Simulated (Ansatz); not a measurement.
**WC: molecular dynamics**

The plan is to heat the crystal hard, then quench it. Runs: 250 steps of 0.75 fs under a Langevin thermostat at 2800 K; 400 steps of 1 fs under a Langevin thermostat, set from 2240 K to 300 K by a schedule. The start is the crystal (P-6m2), its volume scaled by 1.15.

All numbers below are computed with Ansatz 0.2.0 (DFT PBE, plane waves, PAW, scalar-relativistic, no spin polarisation).

## Step 1: The structure to begin with

The cell holds 16 atoms (C8W8): a = 6.075 Å, b = 5.261 Å, c = 5.924 Å, α = 90.00°, β = 90.00°, γ = 90.00°.

As a file:

```xyz
16
Lattice="-3.0377 -5.2614 0.0000 4.5565 -2.6307 0.0000 0.0000 0.0000 5.9243" Properties=species:S:1:pos:R:3 pbc="T T T"
W     0.0000   -5.2614    0.0000
C     1.5188   -4.3845    1.4811
W     0.0000   -5.2614    2.9621
C     1.5188   -4.3845    4.4432
W    -1.5188   -2.6307    0.0000
C     0.0000   -1.7538    1.4811
W    -1.5188   -2.6307    2.9621
C     0.0000   -1.7538    4.4432
W     1.5188   -2.6307    0.0000
C     3.0377   -1.7538    1.4811
W     1.5188   -2.6307    2.9621
C     3.0377   -1.7538    4.4432
W     0.0000    0.0000    0.0000
C    -1.5188   -4.3845    1.4811
W     0.0000    0.0000    2.9621
C    -1.5188   -4.3845    4.4432
```

## Step 2: Run 1

250 steps of 0.75 fs under a Langevin thermostat at 2800 K.

Contents of input.yaml:

```yaml
crystal:
  lattice:
    - [-3.037671, -5.261401, 0.0]
    - [4.556507, -2.6307, 0.0]
    - [0.0, 0.0, 5.924265]
  atoms:
    - { symbol: W, position: [0.75, 0.5, 0.0] }
    - { symbol: C, position: [0.5, 0.6666667, 0.25] }
    - { symbol: W, position: [0.75, 0.5, 0.5] }
    - { symbol: C, position: [0.5, 0.6666667, 0.75] }
    - { symbol: W, position: [0.5, 0.0, 0.0] }
    - { symbol: C, position: [0.25, 0.1666667, 0.25] }
    - { symbol: W, position: [0.5, 0.0, 0.5] }
    - { symbol: C, position: [0.25, 0.1666667, 0.75] }
    - { symbol: W, position: [0.25, 0.5, 0.0] }
    - { symbol: C, position: [0.0, 0.6666667, 0.25] }
    - { symbol: W, position: [0.25, 0.5, 0.5] }
    - { symbol: C, position: [0.0, 0.6666667, 0.75] }
    - { symbol: W, position: [0.0, 0.0, 0.0] }
    - { symbol: C, position: [0.75, 0.1666667, 0.25] }
    - { symbol: W, position: [0.0, 0.0, 0.5] }
    - { symbol: C, position: [0.75, 0.1666667, 0.75] }
basis:
  ecutwfc: 420.0
kpoints:
  mp_grid: { grid: [2, 3, 2] }
hamiltonian:
  xc: pbe
  pseudopotentials: { kind: paw, azcp: { folder: soft_1 } }
scf:
  occupations: { method: fermi_dirac, width: 0.24 }
  lower_state_search: "off"
md:
  timestep: 0.75
  n_steps: 250
  ensemble: nvt_langevin
  temperature: 2800.0
  initial_velocities: maxwell_boltzmann
  seed: 782167
  friction: 0.02
```

The run is started by

```
$ ansatz run input.yaml --threads 2 --pin off --max-ram 5120MiB --backend cpu --events-out ev --progress --plain --runs-dir out
```

The program printed, cut to the lines that bear on the results:

```text
Warning: md: disabling space-group detection — thermal motion breaks the input geometry's symmetry, so no spatial operation reduces the k-mesh or symmetrises the density; time reversal is kept, so that k and −k are solved as one point where they differ and the mesh holds both, and exact [...]
Warning: RAYON_NUM_THREADS=2 ignored (pool sized by the plan → 2); use --threads N
band count auto-derived: 95 (N_el = 144.0; filled up to band 72; 88 by the electrons, moments and atoms)
[...]
Pseudopotentials: kind: paw
Pseudopotential: W, paw, valence charge 14, recommended cutoff 420 eV (normal), <dir>
Pseudopotential: C, paw, valence charge 4, recommended cutoff 420 eV (normal), <dir>
Functional definition: PBE
[...]
Crystal: 16 atoms, lattice volume = 189.368 Å³
Basis set: ecut = 420 eV, 3703 PW (Γ), exchange–correlation on 90×72×80 points (8 copies of the dense FFT grid, shifted against one another)
Bands: 95, of which v1, the nominal top of the filled ones, is band 72 counted from 1 (71 counted from 0)
Symmetry: 1 space group operations
k-points: 8 of 12 (time reversal used)
[...]
SCF iter   1: F=—  HF=-85104.838908 eV  |F-HF|=—  |Δ(HF+E_count)|=         —  Δρ=1.24e-1  dr2=4.41e1  ethr=3.10e-3  ⟨swp⟩=4.9  Hψ=2760  notcnv=0
[...]
md step     0: t =     0.00 fs  T =  2625.0 K  F+E_penalty+E_count = -85094.70626303 eV  E_kin = 5.428920 eV  (9 SCF iters)
[...]
md step     8: t =     6.00 fs  T =  1939.7 K  F+E_penalty+E_count = -85093.74581143 eV  E_kin = 4.011667 eV  (5 SCF iters)
[...]
md step    16: t =    12.00 fs  T =  1300.9 K  F+E_penalty+E_count = -85092.11334669 eV  E_kin = 2.690551 eV  (5 SCF iters)
[...]
md step    24: t =    18.00 fs  T =  1301.2 K  F+E_penalty+E_count = -85091.38639527 eV  E_kin = 2.691083 eV  (5 SCF iters)
[...]
md step    32: t =    24.00 fs  T =  1186.3 K  F+E_penalty+E_count = -85091.33952728 eV  E_kin = 2.453539 eV  (5 SCF iters)
md step    33: t =    24.75 fs  T =  1049.2 K  F+E_penalty+E_count = -85091.35015213 eV  E_kin = 2.169945 eV  (5 SCF iters)
md step    34: t =    25.50 fs  T =  1178.4 K  F+E_penalty+E_count = -85091.37012342 eV  E_kin = 2.437153 eV  (5 SCF iters)
```

## Step 3: The log goes on: dynamics from the start

Output, continued, cut to the lines that bear on the results:

```text
md step    35: t =    26.25 fs  T =  1440.6 K  F+E_penalty+E_count = -85091.40801363 eV  E_kin = 2.979353 eV  (5 SCF iters)
[...]
md step    59: t =    44.25 fs  T =  2659.9 K  F+E_penalty+E_count = -85091.79410958 eV  E_kin = 5.501065 eV  (5 SCF iters)
[...]
md step    83: t =    62.25 fs  T =  1708.3 K  F+E_penalty+E_count = -85090.12119082 eV  E_kin = 3.533063 eV  (5 SCF iters)
[...]
md step   107: t =    80.25 fs  T =  2644.6 K  F+E_penalty+E_count = -85090.41218303 eV  E_kin = 5.469438 eV  (5 SCF iters)
[...]
md step   249: t =   186.75 fs  T =  2820.6 K  F+E_penalty+E_count = -85087.77106528 eV  E_kin = 5.833482 eV  (5 SCF iters)
[...]
md step   250: t =   187.50 fs  T =  2743.0 K  F+E_penalty+E_count = -85087.90104631 eV  E_kin = 5.672875 eV  (6 SCF iters)
SCF converged after 6 iterations
Free energy (F): -85087.901046 eV
[...]
E sigma→0 (E₀):  -85087.321897 eV
Entropy (-TS):   -1.158299 eV (-72.394 meV/atom)
Fermi energy:    17.876025 eV
[...]
--- Forces (eV/Å), atoms counted from 1 ---
  atom   1  W     -2.34943052     1.96600934    -2.17411864
  atom   2  C     -0.49543641    -0.14791777    -2.98755407
  atom   3  W     -0.54020573     1.28933087     0.10676818
  atom   4  C      1.75072699     0.13851115     2.96606124
  atom   5  W     -0.40741215    -0.08256362     0.85419515
  atom   6  C     -0.85597646     1.97910279     2.09348156
  atom   7  W     -2.40377438    -3.05880585     2.03800723
  atom   8  C      1.50612854     1.85227319    -0.03558061
[...]
--- MD trajectory: 250 steps, t = 0.0 → 187.5 fs ---
  final state: T = 2743.0 K   F+E_penalty+E_count = -85087.90104631 eV   E_kin = 5.672875 eV
```

It took 22 min on 2 threads of Arm Neoverse V1, shared host; peak memory 0.71 GiB.

## Step 4: The trajectory

One step in 13; energies are changes from step 0; msd is the mean square displacement from the start, the centre of mass held:

```tsv
time (fs)	T (K)	potential energy change (meV/atom)	msd C (Å²)	msd W (Å²)
0.0	2625	0.0	0.000	0.000
9.8	1527	127.8	0.041	0.002
19.5	1242	211.3	0.068	0.006
29.2	1740	195.7	0.056	0.010
39.0	2127	189.0	0.042	0.012
48.8	2375	197.1	0.042	0.014
58.5	2168	267.7	0.062	0.016
68.2	2621	253.5	0.060	0.016
78.0	2698	252.9	0.069	0.014
87.8	2111	323.2	0.077	0.015
97.5	4368	233.2	0.051	0.018
107.2	2726	394.5	0.101	0.023
117.0	2949	338.2	0.086	0.028
126.8	2922	296.1	0.045	0.034
136.5	2639	369.8	0.070	0.033
146.2	2140	406.3	0.104	0.035
156.0	2294	422.7	0.092	0.038
165.8	3515	352.3	0.068	0.041
175.5	2748	449.0	0.089	0.045
185.2	2642	451.9	0.101	0.051
187.5	2743	425.3	0.095	0.052
```

time (fs), T (K) and a bar:
```
      0.0       2625 ##############
      8.2       1607 #####
     16.5       1362 ###
     24.8       1049 
     32.2       1736 ######
     40.5       2116 ##########
     48.8       2375 ############
     57.0       2227 ###########
     65.2       2148 ##########
     73.5       2753 ###############
     81.8       2592 ##############
     90.0       2451 #############
     97.5       4368 ##############################
    105.8       3320 #####################
    114.0       2688 ###############
    122.2       2833 ################
    130.5       2856 ################
    138.8       2731 ###############
    147.0       2053 #########
    155.2       2228 ###########
    162.8       3366 #####################
    171.0       3312 ####################
    179.2       2597 ##############
    187.5       2743 ###############
```

Pair distribution over the second half of the run:

```tsv
r (Å)	g W–C	g C–C
0.68	0.00	0.00
0.84	0.00	0.00
1.00	0.00	0.00
1.16	0.00	0.00
1.32	0.00	0.00
1.48	0.00	0.00
1.64	0.00	0.00
1.80	0.19	0.00
1.96	1.11	0.00
2.12	3.49	0.00
2.28	4.34	0.03
2.44	2.84	0.36
```

First peaks of g(r) that rise above 1 (not always the tallest), and, where a minimum follows, the mean number of second-named atoms round a first-named one up to the next minimum:

```tsv
pair	peak (Å)	height	minimum (Å)	neighbours
W–C	2.20	4.4	-	-
```

Maxima of the velocity power spectrum (cm⁻¹, relative height; resolution about 360 cm⁻¹): 530 (100).

## Step 5: Positions and forces

Extended XYZ, with forces in eV/Å:

```xyz
16
Lattice="-3.038 -5.261 0.000 4.557 -2.631 0.000 0.000 0.000 5.924" Properties=species:S:1:pos:R:3:forces:R:3 pbc="T T T" time_fs=31.5 T=1679 dE=3.1095
W     0.011   -5.300    0.122   -0.813   -0.218   -2.353
C     1.370   -4.562    1.611    2.783    2.546   -1.672
W     0.033   -5.257    2.900   -2.439   -1.693    4.006
C     1.533   -4.734    4.633   -0.009    2.784   -1.330
W    -1.488   -2.598    0.091   -0.428   -1.953   -1.109
C     0.014   -1.673    1.317    0.011   -0.743    2.078
W    -1.547   -2.553    2.994   -0.011   -2.532    0.514
C    -0.051   -2.041    4.472    0.968    2.265   -0.099
W     1.568   -2.583   -0.052   -1.147   -0.971    1.001
C     3.026   -1.756    1.627   -0.364   -0.546   -1.342
W     1.394   -2.766    2.966    1.795    2.075    0.016
C     3.036   -1.688    4.380    0.024   -1.501    1.073
W    -0.035   -0.002    0.035    0.809    0.705   -0.435
C    -1.604   -4.309    1.597    0.441   -0.563   -0.855
W    -0.034   -0.016    3.035    0.362    0.216   -0.862
C    -1.351   -4.426    4.348   -1.981    0.128    1.369
16
Lattice="-3.038 -5.261 0.000 4.557 -2.631 0.000 0.000 0.000 5.924" Properties=species:S:1:pos:R:3:forces:R:3 pbc="T T T" time_fs=62.2 T=1708 dE=4.5851
W    -0.057   -5.242    0.090    1.876   -1.546   -2.083
C     1.595   -4.119    1.357   -1.202   -3.952    1.863
W     0.042   -5.198    2.970   -2.109   -2.194    0.412
C     1.277   -4.317    4.484    1.738   -1.225    0.760
W    -1.636   -2.769    0.147    1.252    3.674   -1.280
C    -0.123   -1.623    1.811    0.783   -2.095   -1.782
W    -1.601   -2.671    3.019    0.798    0.454    0.988
C    -0.111   -1.724    4.707   -0.082   -1.095   -1.643
W     1.497   -2.572    0.037   -0.294    0.167   -0.410
C     2.949   -1.818    1.515    1.112    0.720    0.416
W     1.437   -2.880    3.029    0.431    5.818   -0.371
C     3.061   -1.812    4.540   -0.867    0.346   -0.692
W    -0.061   -0.006   -0.021   -0.618   -0.691    3.243
C    -1.503   -4.555    1.224   -1.452    1.784    5.035
W     0.022   -0.039    3.118   -1.215    0.644   -1.128
C    -1.569   -4.346    4.731   -0.151   -0.807   -3.327
16
Lattice="-3.038 -5.261 0.000 4.557 -2.631 0.000 0.000 0.000 5.924" Properties=species:S:1:pos:R:3:forces:R:3 pbc="T T T" time_fs=93.8 T=3525 dE=4.1906
W    -0.193   -5.274    0.074    2.484    0.167   -0.227
C     1.481   -4.479    1.603    0.151    1.448   -0.880
W     0.005   -5.204    3.057    0.728   -1.626   -0.517
C     1.637   -4.346    4.532   -1.720   -0.576   -0.163
W    -1.673   -2.765    0.056    2.030    1.696    0.470
C    -0.033   -1.752    1.388    0.195   -0.909    1.325
W    -1.630   -2.686    3.018    2.738    3.175    1.293
C    -0.054   -1.861    4.556    0.352    0.204   -0.372
W     1.538   -2.689    0.055   -1.047    0.805    0.312
C     3.303   -1.576    1.400   -2.344   -1.664    1.502
W     1.521   -2.704    3.045   -0.496    1.259   -0.021
C     2.925   -1.669    4.517    0.754   -1.114   -0.186
W    -0.044   -0.113    0.080    0.483    0.880   -0.719
C    -1.576   -4.320    1.902    1.968   -1.135   -5.681
W     0.142    0.118    3.080   -6.431   -4.316   -0.728
C    -1.506   -4.489    4.280    0.154    1.706    4.591
16
Lattice="-3.038 -5.261 0.000 4.557 -2.631 0.000 0.000 0.000 5.924" Properties=species:S:1:pos:R:3:forces:R:3 pbc="T T T" time_fs=125.2 T=2769 dE=4.7207
W    -0.166   -5.277    0.163    1.738   -0.153   -1.569
C     1.450   -4.432    1.558    0.233   -0.139   -0.684
W    -0.006   -5.359    3.006   -0.323    3.048    1.690
C     1.601   -4.541    4.363   -0.692    1.683    1.847
W    -1.564   -2.655    0.034    0.780   -0.954   -0.305
C     0.122   -1.946    1.663   -1.466    1.581   -1.399
W    -1.648   -2.606    2.902    2.698   -0.992    1.804
C     0.122   -1.887    4.471   -1.101    1.181    1.556
W     1.575   -2.766    0.078   -1.519    1.332    0.115
C     2.806   -1.833    1.828    4.841    2.461   -5.807
W     1.677   -2.510    3.100   -6.230   -5.285    2.884
C     3.059   -1.641    4.654    0.025   -1.336   -0.205
W    -0.007   -0.193    0.149   -0.172    1.496   -2.276
C    -1.720   -4.415    1.481    1.668    0.545   -0.087
W     0.027    0.257    2.953   -0.362   -4.490    3.038
C    -1.555   -4.435    4.629   -0.117    0.020   -0.601
16
Lattice="-3.038 -5.261 0.000 4.557 -2.631 0.000 0.000 0.000 5.924" Properties=species:S:1:pos:R:3:forces:R:3 pbc="T T T" time_fs=156.0 T=2294 dE=6.7639
W     0.029   -5.264    0.287   -1.863    3.929   -7.431
C     1.514   -4.529    1.428    1.472    1.038    1.822
W    -0.053   -5.396    3.019    0.464    2.924    1.043
C     1.623   -4.308    4.655   -0.202   -1.442   -2.330
W    -1.503   -2.690   -0.006    0.199    1.114    0.233
C    -0.165   -1.363    1.521    0.198   -4.799    1.799
W    -1.518   -2.570    2.872    0.375    0.829    1.979
C     0.168   -1.580    4.417   -1.443   -1.109    0.400
W     1.537   -2.816    0.092   -0.557    4.421    0.773
C     3.158   -1.582    1.221   -1.774   -4.642    6.470
W     1.685   -2.455    3.200   -2.627   -1.246   -1.317
C     2.934   -1.620    4.795    0.898   -0.966   -2.796
W    -0.101   -0.056    0.109    2.879    2.333   -2.983
C    -1.599   -4.332    1.470    0.368   -0.059    0.179
W    -0.073    0.238    3.025    1.928   -2.940    0.042
C    -1.452   -4.298    4.159   -0.316    0.613    2.118
16
Lattice="-3.038 -5.261 0.000 4.557 -2.631 0.000 0.000 0.000 5.924" Properties=species:S:1:pos:R:3:forces:R:3 pbc="T T T" time_fs=187.5 T=2743 dE=6.8052
W     0.163   -5.363    0.345   -2.349    1.966   -2.174
C     1.502   -4.346    1.903   -0.495   -0.148   -2.988
W    -0.081   -5.287    3.153   -0.540    1.289    0.107
C     1.347   -4.419    4.396    1.751    0.139    2.966
W    -1.551   -2.656   -0.040   -0.407   -0.083    0.854
C    -0.011   -1.969    1.219   -0.856    1.979    2.094
W    -1.301   -2.381    2.846   -2.404   -3.059    2.038
C    -0.099   -1.930    4.529    1.506    1.852   -0.036
W     1.485   -2.676    0.093   -0.092   -0.502   -0.371
C     2.863   -1.786    1.763    1.681    1.108   -2.519
W     1.638   -2.585    3.202   -4.898   -2.180   -2.554
C     3.025   -2.063    4.469   -0.193    3.065    2.954
W    -0.140    0.092   -0.015    1.951   -2.506    2.202
C    -1.590   -4.370    1.858    1.050    0.930   -2.358
W    -0.114    0.236    3.024    2.909   -3.007    0.799
C    -1.692   -4.354    4.667    1.385   -0.844   -1.015
```

On run 1: Against a set 2800 K the second half averages 2882 K with a spread of 534 K (in equilibrium 16 atoms would scatter by about 572 K, over a far longer run). Counted from the crystal's sites, with the common drift removed, the atoms stand 0.25 Å away over the last tenth of the run (root mean square), 11 % of the neighbour distance: near the range, 10 to 20 % and a little above, in which crystals usually melt.

## Step 6: Run 2

400 steps of 1 fs under a Langevin thermostat, set from 2240 K to 300 K by a schedule, starting from the last frame of an earlier run, with new velocities.

Contents of input.yaml:

```yaml
crystal:
  lattice:
    - [-3.037671, -5.261401, 0.0]
    - [4.556507, -2.6307, 0.0]
    - [0.0, 0.0, 5.924265]
  atoms:
    - { symbol: W, position: [0.75111171, 0.53645695, 0.05824086] }
    - { symbol: C, position: [0.49594986, 0.66032828, 0.32123476] }
    - { symbol: W, position: [0.76034932, 0.4890704, 0.53213931] }
    - { symbol: C, position: [0.51905163, 0.64161762, 0.7419405] }
    - { symbol: W, position: [0.50622065, -0.00288533, -0.00667088] }
    - { symbol: C, position: [0.28156248, 0.18525099, 0.2057342] }
    - { symbol: W, position: [0.44652793, 0.01222226, 0.48036504] }
    - { symbol: C, position: [0.28332923, 0.16704173, 0.76447898] }
    - { symbol: W, position: [0.25918874, 0.49876825, 0.01569795] }
    - { symbol: C, position: [0.01904848, 0.64101639, 0.29763629] }
    - { symbol: W, position: [0.23377075, 0.51525138, 0.54044337] }
    - { symbol: C, position: [0.04508182, 0.69403584, 0.75427949] }
    - { symbol: W, position: [-0.00157654, -0.03183684, -0.00244484] }
    - { symbol: C, position: [0.75380599, 0.15355323, 0.31355255] }
    - { symbol: W, position: [-0.02426868, -0.04110787, 0.51038004] }
    - { symbol: C, position: [0.75987868, 0.13524145, 0.78770347] }
basis:
  ecutwfc: 420.0
kpoints:
  mp_grid: { grid: [2, 3, 2] }
hamiltonian:
  xc: pbe
  pseudopotentials: { kind: paw, azcp: { folder: soft_1 } }
scf:
  occupations: { method: fermi_dirac, width: 0.24 }
  lower_state_search: "off"
md:
  timestep: 1
  n_steps: 400
  ensemble: nvt_langevin
  temperature: 2240.0
  initial_velocities: maxwell_boltzmann
  seed: 627890
  friction: 0.02
  temperature_schedule:
    - { n_steps: 300, end_temperature: 300.0 }
    - { n_steps: 100, end_temperature: 300.0 }
```

The run is started by

```
$ ansatz run input.yaml --threads 2 --pin off --max-ram 5120MiB --backend cpu --events-out ev --progress --plain --runs-dir out
```

The program printed, cut to the lines that bear on the results:

```text
Warning: md: disabling space-group detection — thermal motion breaks the input geometry's symmetry, so no spatial operation reduces the k-mesh or symmetrises the density; time reversal is kept, so that k and −k are solved as one point where they differ and the mesh holds both, and exact [...]
Warning: RAYON_NUM_THREADS=2 ignored (pool sized by the plan → 2); use --threads N
band count auto-derived: 93 (N_el = 144.0; filled up to band 72; 88 by the electrons, moments and atoms)
[...]
Pseudopotentials: kind: paw
Pseudopotential: W, paw, valence charge 14, recommended cutoff 420 eV (normal), <dir>
Pseudopotential: C, paw, valence charge 4, recommended cutoff 420 eV (normal), <dir>
Functional definition: PBE
[...]
Crystal: 16 atoms, lattice volume = 189.368 Å³
Basis set: ecut = 420 eV, 3703 PW (Γ), exchange–correlation on 90×72×80 points (8 copies of the dense FFT grid, shifted against one another)
Bands: 93, of which v1, the nominal top of the filled ones, is band 72 counted from 1 (71 counted from 0)
Symmetry: 1 space group operations
k-points: 8 of 12 (time reversal used)
[...]
SCF iter   1: F=—  HF=-85098.779364 eV  |F-HF|=—  |Δ(HF+E_count)|=         —  Δρ=1.31e-1  dr2=4.85e1  ethr=3.10e-3  ⟨swp⟩=5.0  Hψ=2718  notcnv=0
[...]
md step     0: t =     0.00 fs  T =  2100.0 K (target 2240.0 K)  F+E_penalty+E_count = -85087.90104634 eV  E_kin = 4.343136 eV  (9 SCF iters)
[...]
md step     9: t =     9.00 fs  T =  2516.0 K (target 2185.0 K)  F+E_penalty+E_count = -85088.17387591 eV  E_kin = 5.203523 eV  (5 SCF iters)
[...]
md step    18: t =    18.00 fs  T =  2204.7 K (target 2126.8 K)  F+E_penalty+E_count = -85088.20624115 eV  E_kin = 4.559747 eV  (5 SCF iters)
[...]
md step    27: t =    27.00 fs  T =  1792.5 K (target 2068.6 K)  F+E_penalty+E_count = -85087.53239779 eV  E_kin = 3.707084 eV  (5 SCF iters)
[...]
md step    35: t =    35.00 fs  T =  1694.4 K (target 2016.9 K)  F+E_penalty+E_count = -85087.70217439 eV  E_kin = 3.504305 eV  (5 SCF iters)
md step    36: t =    36.00 fs  T =  1793.9 K (target 2010.4 K)  F+E_penalty+E_count = -85087.86025278 eV  E_kin = 3.710081 eV  (5 SCF iters)
```

## Step 7: More of the same log: dynamics from the last frame of the run before

Output, continued, cut to the lines that bear on the results:

```text
md step    37: t =    37.00 fs  T =  2178.5 K (target 2004.0 K)  F+E_penalty+E_count = -85088.05570770 eV  E_kin = 4.505435 eV  (5 SCF iters)
[...]
md step    58: t =    58.00 fs  T =  2241.1 K (target 1868.2 K)  F+E_penalty+E_count = -85090.72789932 eV  E_kin = 4.634987 eV  (6 SCF iters)
[...]
md step    79: t =    79.00 fs  T =  1910.0 K (target 1732.4 K)  F+E_penalty+E_count = -85091.70362003 eV  E_kin = 3.950243 eV  (5 SCF iters)
[...]
md step   100: t =   100.00 fs  T =  2045.9 K (target 1596.6 K)  F+E_penalty+E_count = -85091.31449223 eV  E_kin = 4.231211 eV  (7 SCF iters)
[...]
md step   399: t =   399.00 fs  T =   234.6 K (target 300.0 K)  F+E_penalty+E_count = -85094.06431318 eV  E_kin = 0.485274 eV  (5 SCF iters)
[...]
md step   400: t =   400.00 fs  T =   241.8 K (target 300.0 K)  F+E_penalty+E_count = -85094.08787549 eV  E_kin = 0.500021 eV  (6 SCF iters)
SCF converged after 6 iterations
Free energy (F): -85094.087875 eV
[...]
E sigma→0 (E₀):  -85093.698157 eV
Entropy (-TS):   -0.779437 eV (-48.715 meV/atom)
Fermi energy:    17.793666 eV
[...]
--- Forces (eV/Å), atoms counted from 1 ---
  atom   1  W     -0.25881947    -0.46356428    -0.52615662
  atom   2  C      1.61209239     0.08626127    -0.30321958
  atom   3  W      0.42249482     0.25157672    -0.40122697
  atom   4  C     -0.01182170    -0.84266437     0.58724167
  atom   5  W     -0.72368079     1.10828159    -1.05678220
  atom   6  C      0.36576731    -0.12956331    -0.24846866
  atom   7  W     -0.40486759     1.18993139     0.75831588
  atom   8  C      1.08992121     0.07227819     0.85609844
[...]
--- MD trajectory: 400 steps, t = 0.0 → 400.0 fs ---
  final state: T = 241.8 K   F+E_penalty+E_count = -85094.08787549 eV   E_kin = 0.500021 eV
```

It took 35 min on 2 threads of Arm Neoverse V1, shared host; peak memory 0.72 GiB.

[end of part 1 of 2]
